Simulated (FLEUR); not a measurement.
# Pd (Fm-3m) in FLEUR: further runs, part 2 of 2

FLEUR MaX-R8.1 (later development tree). Earlier steps stand in the parts before.

## (4) Equation of state, PBE, 14.16 Å³/atom (volume scaled by 0.96)

Input file inp.xml:

```xml
<?xml version="1.0" encoding="UTF-8" standalone="no"?>
<fleurInput fleurInputVersion="0.39">
   <comment>
      Pd                                                                                                  
   </comment>
   <calculationSetup>
      <cutoffs Kmax="4.5" Gmax="22.5" GmaxXC="22.5" numbands="0"/>
      <scfLoop itmax="60" minDistance="0.00001" maxIterBroyd="15" imix="Anderson" alpha="0.05" precondParam="0.0" spinf="2.0" sdNocoIR="T"/>
      <coreElectrons ctail="T" frcor="F" kcrel="0" coretail_lmax="0"/>
      <xcFunctional name="pbe" relativisticCorrections="F"/>
      <magnetism jspins="1"/>
      <soc l_soc="F" theta="0.0" phi="0.0" spav="F"/>
      <expertModes spex="0" secvar="F"/>
      <geometryOptimization l_f="F" forcealpha="1.0" forcemix="BFGS" epsdisp="0.00001" epsforce="0.00001"/>
      <ldaU l_linMix="F" mixParam="0.05" spinf="1.0"/>
   </calculationSetup>
   <cell>
      <bzIntegration valenceElectrons="18.0" mode="hist" fermiSmearingEnergy="0.00183747">
         <kPointListSelection listName="default-1"/>
         <!-- k-points included here -->
         <xi:include xmlns:xi="http://www.w3.org/2001/XInclude" href="kpts.xml"> </xi:include>
      </bzIntegration>
      <!-- symmetry operations included here -->
      <xi:include xmlns:xi="http://www.w3.org/2001/XInclude" href="sym.xml"> </xi:include>
      <bulkLattice scale="0.9864848297">
         <bravaisMatrix>
            <row-1>    0.0000000000000000     3.6783519015338997     3.6783519015338997</row-1>
            <row-2>    3.6783519015338997     0.0000000000000000     3.6783519015338997</row-2>
            <row-3>    3.6783519015338997     3.6783519015338997     0.0000000000000000</row-3>
         </bravaisMatrix>
      </bulkLattice>
   </cell>
   <atomSpecies>
      <species name="Palladium (Pd)" element="Pd" atomicNumber="46">
         <mtSphere radius="2.36" gridPoints="797" logIncrement="0.016"/>
         <atomicCutoffs lmax="9" lnonsphr="7"/>
         <electronConfig flipSpins="F">
            <coreConfig>(1s1/2) (2s1/2) (2p1/2) (2p3/2) (3s1/2) (3p1/2) (3p3/2) (3d3/2) (3d5/2)</coreConfig>
            <valenceConfig>(4s1/2) (4p1/2) (4p3/2) (5s1/2) (4d3/2) (4d5/2)</valenceConfig>
            <stateOccupation state="(5s1/2)" spinUp="0.500000" spinDown="0.500000"/>
            <stateOccupation state="(4d3/2)" spinUp="1.800000" spinDown="1.800000"/>
            <stateOccupation state="(4d5/2)" spinUp="2.700000" spinDown="2.700000"/>
         </electronConfig>
         <energyParameters s="5" p="5" d="4" f="4"/>
         <lo type="SCLO" l="0" n="4" eDeriv="0"/>
         <lo type="SCLO" l="1" n="4" eDeriv="0"/>
         <lo type="SCLO" l="1" n="4" eDeriv="1"/>
         <lo type="SCLO" l="2" n="4" eDeriv="2"/>
         <lo type="SCLO" l="3" n="4" eDeriv="2"/>
      </species>
   </atomSpecies>
   <atomGroups>
      <atomGroup species="Palladium (Pd)">
         <relPos label="                   1">.0000000000 .0000000000 .0000000000</relPos>
         <force calculate="T" relaxXYZ="TTT"/>
      </atomGroup>
   </atomGroups>
   <output dos="F" band="F" slice="F">
      <checks vchk="F" cdinf="F"/>
      <bandDOS minEnergy="-.5*Htr" maxEnergy="0.5*Htr" sigma="0.015" storeEVData="T"/>
      <vacuumDOS vacdos="F" integ="F" star="F" nstars="0" locx1="0.0" locy1="0.0" locx2="0.0" locy2="0.0" nstm="0" tworkf="0.0"/>
      <unfoldingBand unfoldBand="F" supercellX="1" supercellY="1" supercellZ="1"/>
      <plotting iplot="0" polar="F">
         <plot TwoD="T" vec1="  1.0  0.0  0.0" vec2="  0.0  1.0  0.0" vec3="  0.0  0.0  1.0" zero="  0.0  0.0  0.0" file="plot"/>
      </plotting>
      <chargeDensitySlicing numkpt="0" minEigenval="0.0" maxEigenval="0.0" nnne="0" pallst="F"/>
      <specialOutput eonly="F"/>
      <moessbauerParams electricFieldGradient="T" isomerShift="T" coreHyperfine="T" valenceHyperfine="T"/>
      <magneticCircularDichroism mcd="F" energyLo="-10.0" energyUp="0.0"/>
   </output>
  <!-- We include the file relax.xml here to enable relaxations (see documentation) -->
  <xi:include xmlns:xi="http://www.w3.org/2001/XInclude" href="relax.xml"> <xi:fallback/> </xi:include>
</fleurInput>
```

On the command line:

```
$ inpgen -f crystal.txt -profile moderate
$ # inp.xml edited to the form shown
$ fleur_MPI
```

Wall time 16 s (1 thread of Arm Neoverse V1, shared host); peak memory 0.09 GiB.

The run converged. Its results:

- Free energy: -137337.1925 eV
- Band gap on the k mesh: none (metal or under the smearing width)
- Valence electrons inside the program's atomic spheres: Pd 16.51 (radii Pd 2.36 bohr)

## (5) Equation of state, PBE, 14.75 Å³/atom

inp.xml: that of step 4 with these lines changed.

```diff
@@ -24,3 +24,3 @@
       <xi:include xmlns:xi="http://www.w3.org/2001/XInclude" href="sym.xml"> </xi:include>
-      <bulkLattice scale="0.9864848297">
+      <bulkLattice scale="1.0000000000">
          <bravaisMatrix>
```

On the command line:

```
$ inpgen -f crystal.txt -profile moderate
$ # inp.xml edited to the form shown
$ fleur_MPI
```

Run time: 18 s. Hardware: 1 thread of Arm Neoverse V1, shared host; peak memory 0.09 GiB.

Results (log left out):

| Item | Value |
| --- | --- |
| Free energy | -137337.2345 eV |
| Band gap on the k mesh | none (metal or under the smearing width) |
| Valence electrons inside the program's atomic spheres | Pd 16.46 (radii Pd 2.36 bohr) |

## (6) Equation of state, PBE, 15.34 Å³/atom (volume scaled by 1.04)

inp.xml: that of step 5 with these lines changed.

```diff
@@ -24,3 +24,3 @@
       <xi:include xmlns:xi="http://www.w3.org/2001/XInclude" href="sym.xml"> </xi:include>
-      <bulkLattice scale="1.0000000000">
+      <bulkLattice scale="1.0131594038">
          <bravaisMatrix>
```

Potentials or basis: all-electron, FLAPW.

On the command line:

```
$ inpgen -f crystal.txt -profile moderate
$ # inp.xml edited to the form shown
$ fleur_MPI
```

Wall time 19 s (1 thread of Arm Neoverse V1, shared host); peak memory 0.09 GiB.

The run converged. Its results:

| Quantity | Value |
| --- | --- |
| Free energy | -137337.2460 eV |
| Band gap on the k mesh | none (metal or under the smearing width) |
| Valence electrons inside the program's atomic spheres | Pd 16.42 (radii Pd 2.36 bohr) |

## (7) Equation of state, PBE, 15.64 Å³/atom (volume scaled by 1.06)

inp.xml: that of step 6 with these lines changed.

```diff
@@ -24,3 +24,3 @@
       <xi:include xmlns:xi="http://www.w3.org/2001/XInclude" href="sym.xml"> </xi:include>
-      <bulkLattice scale="1.0131594038">
+      <bulkLattice scale="1.0196128224">
          <bravaisMatrix>
```

On the command line:

```
$ inpgen -f crystal.txt -profile moderate
$ # inp.xml edited to the form shown
$ fleur_MPI
```

It took 19 s on 1 thread of Arm Neoverse V1, shared host; peak memory 0.09 GiB.

The run converged. Its results:

```
Free energy                                           : -137337.2425 eV
Band gap on the k mesh                                : none (metal or under the smearing width)
Valence electrons inside the program's atomic spheres : Pd 16.40 (radii Pd 2.36 bohr)
```

## (8) Equation of state, PBE

Potentials or basis: all-electron, FLAPW.

This step only gathers the single runs of the series.

What came out:

```yaml
Equilibrium_volume: 15.31 Å³/atom
Bulk_modulus: 169 GPa
Pressure_derivative_of_the_bulk_modulus: "5.4 (rough: it moves with the points fitted)"
```

Energy against volume, from the lowest point:
| volume (Å³/atom) | energy (meV/atom) |
| --- | --- |
| 13.865 | 88.40 |
| 14.160 | 53.46 |
| 14.750 | 11.52 |
| 15.340 | 0.00 |
| 15.635 | 3.49 |
